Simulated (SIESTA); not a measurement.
Crystal: PbS.

```
CELL_PARAMETERS angstrom
2.07995 -5.99130 0.00000
2.07995 5.99130 0.00000
0.00000 0.00000 4.27932
ATOMIC_POSITIONS crystal
Pb 0.13056 0.86944 0.25000
Pb 0.86944 0.13056 0.75000
S 0.35480 0.64520 0.25000
S 0.64520 0.35480 0.75000
```

Measurements of this composition are mostly on another form, of space group No. 225.

Base run:

* Program: SIESTA 5.4.2
* Functional: PBEsol
* Potentials or basis: PseudoDojo 0.4 standard (PBEsol files)
* Basis: DZP (energy shift 0.003 Ry; two zetas on semicore shells)
* Grid cutoff: 500 Ry
* Energy shift: 0.003 Ry
* k mesh: 7 × 7 × 6
* Occupations: fermi-dirac, width 0.05 eV
* Spin: no spin polarisation

Its results: band gap on the k mesh 1.11 eV, indirect (least direct gap 1.36 eV); pressure -0.9 GPa; largest force 0.210 eV/Å.

Question: The run is repeated on the same cell with these changes: functional from PBEsol to LDA; potentials or basis from PseudoDojo 0.4 standard (PBEsol files) to PseudoDojo 0.4 standard (LDA files). What comes out?

Answer: Band gap on the k mesh 1.07 eV, indirect (least direct gap 1.32 eV); pressure -2.5 GPa; largest force 0.135 eV/Å.

Caveats: spin-orbit coupling is left out, which as a rule narrows the gap of such compounds by several tenths of an eV; the mesh misses the band edges, which the band path finds closer together; the basis of atomic orbitals isn't converged, which shifts pressures, moduli and gaps.
